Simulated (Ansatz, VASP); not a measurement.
# Two plane-wave programs on Li2Se

```
Se Li
1.0
     0.00000    3.00250    3.00250
     3.00250    0.00000    3.00250
     3.00250    3.00250    0.00000
Se Li
1 2
Direct
  0.00000 0.00000 0.00000
  0.75000 0.75000 0.75000
  0.25000 0.25000 0.25000
```

Alike in both runs: task single point; functional PBEsol; k mesh 8 × 8 × 8; occupations gaussian, width 0.02 eV; no spin polarisation.

```csv
,VASP,Ansatz
version,VASP 6.6.1,Ansatz 0.2.0
potentials or method,"VASP PAW PBE potentials, release 64 (Se, Li_sv)",Ansatz PAW
plane-wave cutoff (eV),520,420
valence electrons in the cell,12,22
```

Ansatz gave:

* gap on the k mesh at the Fermi level (eV): 2.84
* least direct gap on the mesh (eV): 3.24

Problem. Estimate VASP's values.

Solution. gap on the k mesh at the Fermi level (eV): 2.83; least direct gap on the mesh (eV): 3.25.

With one functional, cell and mesh, what is left measures potentials, basis and numerics. The two sets of potentials don't hold the same shells in valence.

 A k mesh can miss the band edges. A hybrid or GW would open this gap; PBEsol tends to underestimate it.
